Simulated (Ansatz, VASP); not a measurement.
# Be16HC: VASP beside Ansatz

```
Be C H
1.0
     4.58000    0.00000    0.00000
     2.29000    3.96640    0.00000
     0.00000    0.00000   16.38265
Be C H
16 1 1
Cartesian
  0.0000 1.3221 1.0000
  2.2900 1.3221 1.0000
  1.1450 3.3053 1.0000
  3.4350 3.3053 1.0000
  -0.0019 -0.0045 2.7877
  2.2768 0.0074 2.8242
  1.1478 1.9867 2.7884
  3.4242 1.9891 2.8061
  0.0356 1.3009 4.5264
  2.3025 1.3187 4.6352
  1.0966 3.3324 4.6281
  3.4440 3.2959 4.6340
  -0.0909 -0.0653 6.3506
  2.0069 0.1635 6.5483
  1.1567 2.0954 6.3539
  3.6018 1.8861 6.4865
  5.0423 1.0570 7.4615
  5.0059 1.0698 8.5496
```

Alike in both runs: functional PBE; k mesh 4 × 4 × 1; occupations fermi-dirac, width 0.15 eV; no spin polarisation.

Ansatz relaxed the structure, and its values are those at the end. VASP's run is a single point on that final structure, the one shown.

|  | VASP | Ansatz |
| --- | --- | --- |
| version | VASP 6.6.1 | Ansatz 0.2.0 |
| potentials or method | VASP PAW PBE potentials, release 64 (Be, C, H) | scalar-relativistic, plane waves, PAW |
| plane-wave cutoff (eV) | 520 | 420 |
| valence electrons in the cell | 37 | 37 |

|  | VASP | Ansatz | Ansatz less VASP |
| --- | --- | --- | --- |
| rms of the force components (eV/Å) | 0.036 | 0.035 | -0.0008 |

The functional is the same, so the differences come from potentials, cutoffs and numerics.

Caveats: the k mesh is coarse (spacing up to 0.40 Å⁻¹), so the values aren't converged.
